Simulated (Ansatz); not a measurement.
Formation energy of rocksalt-structured PbS

Level of theory: DFT, PBEsol, scalar-relativistic, no spin polarisation; plane waves to 420 eV with PAW datasets (Ansatz 0.2.0), 10×10×10 k-mesh, Gaussian smearing of 0.05 eV; PAW files: Ansatz's generated set soft_2.

The start was a prototype's sites filled with these elements; the Crystallography Open Database holds the compound in this structure.

It takes space group Fm-3m (No. 225, cubic). The conventional cell has a = 5.903 Å, b = 5.903 Å, c = 5.903 Å, α = 90.00°, β = 90.00°, γ = 90.00°. Around Pb (site symmetry m-3m) lie 6 S at 2.95 Å. Around S (site symmetry m-3m) lie 6 Pb at 2.95 Å. (Neighbours are counted to 15 % beyond the shortest distance.)

The elements were computed in their standard states with the same datasets, cutoff and functional. Absolute energies hang on the potentials; compare differences alone.

Energy of the relaxed cell (2 atoms, smearing extrapolated to zero): -12640.925 eV. Elements, in eV/atom: Pb -11754.948, S -884.892.

**Question.** What is the formation energy?

**Answer.** [-12640.925 − (1 × -11754.948 + 1 × -884.892)] / 2 = -0.54 eV/atom, or -52 kJ per mole of atoms.

The value is for 0 K, without zero-point energy. Uncorrected semilocal values for oxides, chalcogenides and halides often miss by tenths of an eV an atom. A negative value shows stability against the elements alone, not against other compounds or structures.

For elements this heavy, spin–orbit coupling would shift levels and gaps; it isn't included here.
